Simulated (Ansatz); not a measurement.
# TaN: the cost of one run

Method: DFT r²SCAN+U (U_eff = 1 eV on Ta d), plane waves, PAW, no spin–orbit coupling unless a run says so, in Ansatz 0.2.0.

### 1 The system as given

Symmetry: P6_3mc, No. 186, hexagonal system. Conventional cell: a = 3.050 Å, b = 3.050 Å, c = 4.940 Å, α = 90.00°, β = 90.00°, γ = 120.00°. Ta (site symmetry 3m) has 4 N at 1.85 to 1.90 Å as nearest neighbours. N (site symmetry 3m) is surrounded by 4 Ta at 1.85 to 1.90 Å.

Structure file:

```
CELL_PARAMETERS angstrom
3.05000 0.00000 0.00000
-1.52500 2.64138 0.00000
0.00000 0.00000 4.94000
ATOMIC_POSITIONS crystal
Ta 0.33333 0.66667 0.00000
Ta 0.66667 0.33333 0.50000
N 0.33333 0.66667 0.38500
N 0.66667 0.33333 0.88500
```

Magnetic order typed: opposed in the cell.

### 2 From atoms, symmetry kept, no search

Contents of input.yaml:

```yaml
crystal:
  lattice:
    - [3.05000204, 0.0, 0.0]
    - [-1.52500102, 2.64137925, 0.0]
    - [0.0, 0.0, 4.94000153]
  atoms:
    - { symbol: Ta, position: [0.3333333333, 0.6666666667, 0.0], spin: 2.0 }
    - { symbol: Ta, position: [0.6666666667, 0.3333333333, 0.5], spin: -2.0 }
    - { symbol: "N", position: [0.3333333333, 0.6666666667, 0.385] }
    - { symbol: "N", position: [0.6666666667, 0.3333333333, 0.885] }
basis:
  ecutwfc: 500
  ecutrho_ratio: 4
kpoints:
  mp_grid: { grid: [7, 7, 4] }
hamiltonian:
  xc: r2scan
  hubbard:
    sites: [{ site: 0, l: d, u_eff: 1.0 }, { site: 1, l: d, u_eff: 1.0 }]
scf:
  occupations: { method: gaussian, width: 0.05 }
  lower_state_search: "off"
  max_iter: 150
output:
  forces: true
  stress: true
  eigenvalues: true
  populations: true
  hubbard: { sites: [{ site: 0, l: d }, { site: 1, l: d }] }
magnetization:
  spin_polarized: true
```

Launch:

```sh
ansatz run input.yaml --threads 4 --pin off --max-ram 6144MiB --backend cpu --events-out ev --progress --plain --runs-dir out
```

Q: Estimate wall time and peak memory on 4 threads of Arm Neoverse V2, shared host.

About 9.5 s, with a peak of 0.5 GiB.
